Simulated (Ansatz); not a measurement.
Density of states of TiAl3 (Pm-3m, a = 3.980 Å, b = 3.980 Å, c = 3.980 Å, α = 90.00°, β = 90.00°, γ = 90.00°), in states per eV and primitive cell, averaged over bins of 0.4 eV. All numbers below come from Ansatz, DFT PBE, scalar-relativistic, plane waves, PAW.

Cutoff 420 eV; k points 10×10×10 on the computed 4-atom cell (Γ-centred); Gaussian smearing, width 0.10 eV; no spin polarisation.

The cell is relaxed at this level. The states (both spins) are summed by tetrahedra on a 15×15×15 mesh at the self-consistent density. Energies are bin centres; the table starts no lower than −8 eV and ends at 6 eV, or lower where the solved bands end.

It is a metal at this level.

```csv
E − E_F (eV),total,Ti 3d,Al 3p,Al 3s,Ti 4s
-7.85,0.66,0.03,0.35,0.23,0.02
-7.45,0.79,0.05,0.43,0.24,0.05
-7.05,0.77,0.04,0.41,0.23,0.05
-6.65,0.85,0.05,0.46,0.26,0.06
-6.25,1.12,0.06,0.60,0.37,0.06
-5.85,1.27,0.10,0.65,0.46,0.04
-5.45,1.28,0.14,0.61,0.48,0.02
-5.05,1.25,0.19,0.57,0.45,0.02
-4.65,1.11,0.17,0.57,0.32,0.03
-4.25,1.21,0.19,0.69,0.27,0.04
-3.85,1.49,0.25,0.90,0.26,0.05
-3.45,1.73,0.32,1.09,0.24,0.04
-3.05,1.98,0.45,1.27,0.20,0.03
-2.65,2.25,0.65,1.36,0.17,0.03
-2.25,2.94,1.08,1.64,0.15,0.02
-1.85,2.21,0.96,1.09,0.12,0.01
-1.45,1.45,0.72,0.60,0.09,0.01
-1.05,1.50,0.83,0.55,0.08,0.01
-0.65,1.33,0.76,0.44,0.08,0.01
-0.25,1.43,0.82,0.38,0.13,0.04
0.15,2.94,1.77,0.71,0.22,0.10
0.55,2.79,1.64,0.74,0.14,0.12
0.95,5.65,4.01,0.85,0.20,0.35
1.35,2.37,1.54,0.41,0.16,0.11
1.75,2.27,0.89,0.56,0.41,0.17
2.15,2.42,0.91,0.60,0.51,0.13
2.55,2.76,1.20,0.50,0.76,0.07
2.95,3.11,1.09,0.83,0.88,0.03
3.35,2.64,0.67,1.07,0.54,0.04
3.75,1.53,0.34,0.63,0.27,0.08
4.15,2.00,0.35,0.76,0.44,0.10
4.55,1.98,0.29,0.86,0.40,0.08
4.95,1.45,0.25,0.68,0.23,0.05
5.35,2.65,0.41,1.29,0.48,0.08
5.75,2.98,0.41,1.62,0.37,0.09
```

The columns after the total are the Löwdin projections on the occupied valence shells of the potentials. The rest of the total lies in shells that are empty in the free atom, which aren't projected, and between the atoms.

This form isn't the usual stable structure of the compound.

Cost: 1 run of about 0.36 core-minutes, on Arm Neoverse V2 (shared hosts).